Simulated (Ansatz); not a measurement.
Relaxed LaAlO3 (cubic perovskite):

```
CELL_PARAMETERS angstrom
      3.81241     0.00000     0.00000
      0.00000     3.81241     0.00000
      0.00000     0.00000     3.81241
ATOMIC_POSITIONS crystal
  La 0.00000 0.00000 0.00000
  Al 0.50000 0.50000 0.50000
  O  0.00000 0.50000 0.50000
  O  0.50000 0.50000 0.00000
  O  0.50000 0.00000 0.50000
```

In each cell atom 3 (O, nearest neighbour Al at 1.906 Å; its periodic images, 3.8 Å or more away, move with it) moves by s·(0.707, 0.707, 0.000) (along Cartesian [110]), the rest being held.

Level of theory: PBE (plane waves to 420 eV, PAW, scalar-relativistic; Ansatz, a program for electronic structure). k mesh 7×7×7 (Γ-centred), Fermi-Dirac smearing 0.05 eV. The energy includes the smearing's −TS. LaAlO3 is run without spin polarisation. LaAlO3 was relaxed with its symmetry unable to fall. This is a high-temperature form of LaAlO3. ΔE is measured from the undisplaced structure.

Successive frames, forces in eV/Å:

| frame | ΔE (meV/cell) | F on La1 | F on Al2 | F on O3 | F on O4 | F on O5 |
|---|---|---|---|---|---|---|
| s = 0.380 Å | 948 | (0.350, -0.095, 0.000) | (3.156, -0.106, 0.000) | (-6.356, -1.140, 0.000) | (1.282, -0.258, 0.000) | (1.568, 1.599, 0.000) |
| s = 0.304 Å | 593 | (0.288, -0.088, 0.000) | (2.220, 0.077, 0.000) | (-4.758, -0.996, 0.000) | (1.053, -0.208, 0.000) | (1.197, 1.214, 0.000) |
| s = 0.228 Å | 327 | (0.221, -0.074, 0.000) | (1.477, 0.148, 0.000) | (-3.370, -0.792, 0.000) | (0.806, -0.156, 0.000) | (0.866, 0.874, 0.000) |
| s = 0.152 Å | 143 | (0.149, -0.053, 0.000) | (0.893, 0.140, 0.000) | (-2.150, -0.548, 0.000) | (0.545, -0.104, 0.000) | (0.563, 0.565, 0.000) |

### Question
What are the energy and the forces in the next frame, s = 0.076 Å?

### Answer
ΔE (meV/cell) = 35.

| atom | Fx | Fy | Fz |
|---|---|---|---|
| La1 | 0.075 | -0.028 | 0.000 |
| Al2 | 0.418 | 0.082 | 0.000 |
| O3 | -1.045 | -0.280 | 0.000 |
| O4 | 0.275 | -0.052 | 0.000 |
| O5 | 0.277 | 0.277 | 0.000 |

(A displaced cell: forces are minus the slopes of the energy, force constants its curvatures, and phonons follow from these.)
